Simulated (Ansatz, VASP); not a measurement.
# AlN: VASP beside Ansatz

```xyz
4
Lattice="3.0673 0.0000 0.0000 -1.5336 2.6564 0.0000 0.0000 0.0000 4.8163" Properties=species:S:1:pos:R:3 pbc="T T T"
Al    0.0000    1.7709   -0.0041
Al    1.5337    0.8855    2.4040
N     0.0000    1.7709    1.8584
N     1.5337    0.8855    4.2665
```

Alike in both runs: functional PBE; k mesh 9 × 9 × 6; occupations gaussian, width 0.05 eV; no spin polarisation.

Ansatz relaxed the structure, and its values are those at the end. VASP's run is a single point on that final structure, the one shown.

|  | VASP | Ansatz |
| --- | --- | --- |
| version | VASP 6.6.1 | Ansatz 0.2.0 |
| potentials or method | VASP PAW PBE potentials, release 64 (Al, N) | scalar-relativistic, plane waves, PAW |
| plane-wave cutoff (eV) | 520 | 520 |
| valence electrons in the cell | 16 | 16 |

VASP gave:

```
gap on the k mesh at the Fermi level (eV) : 4.63
least direct gap on the mesh (eV)         : 4.63
pressure (GPa)                            : 17.9
```

Task: Estimate Ansatz's values.

Result: gap on the k mesh at the Fermi level (eV): 4.62; least direct gap on the mesh (eV): 4.62; pressure (GPa): 18.1.

With one functional, cell and mesh, what is left measures potentials, basis and numerics. Ansatz warned: «stress_scf_threshold_loose».

Caveats: so large a pressure means that the cell lies far from this level's equilibrium, or that cutoff or potentials fall short (VASP); an odd mesh through Γ misses points on the zone boundary, where band edges often lie. PBE gaps usually lie below the measured ones, often by a third to a half.
